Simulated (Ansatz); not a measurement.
**SiC: a fit and a missing row**

SiC, P6_3mc, a = 3.092 Å, c = 5.074 Å. The compound has several low-lying forms, and this is one of them. Ansatz: PBE, PAW, 420 eV, Γ-centred 12×12×6 mesh on 4 atoms, Gaussian smearing 0.02 eV; no spin polarisation. Shape and atoms are relaxed at each volume; pressure is positive in compression.

```
V (Å³/atom) P (GPa)
      9.871    14.95
     10.186     6.94
     10.501     0.04
     10.816    -5.92
     11.131        ?
```

Problem. Take V0 = 10.501 Å³/atom, count pressures from its P0 = 0.04 GPa, fit the third-order Birch–Murnaghan form to the other rows, and predict the missing pressure.

Solution. With the Eulerian strain f = ½[(V0/V)^(2/3) − 1] and y = (P − P0)/[3f(1 + 2f)^(5/2)], the form is the line y = B0 + 1.5 B0 (B0′ − 4) f. Rows (f, y): 0.02105, 213.0; 0.01026, 213.1; -0.00976, 213.8. Means f = 0.007183, y = 213.30; Σ(Δf)² = 0.0004888, ΣΔfΔy = -0.01325; the slope is their ratio. y = 213.5 − 27.10 f GPa, so B0 = 213.5 GPa and B0′ = 4 + 2 × (-27.10)/(3 × 213.5) = 3.92. At V = 11.131, f = -0.01905, y = 214.02 and P = -11.06 GPa. The run gave -11.05 GPa, so the fit is 0.01 GPa too low, a small miss on the scale of the series. The form still works here, 33 % of the fitted range beyond its end.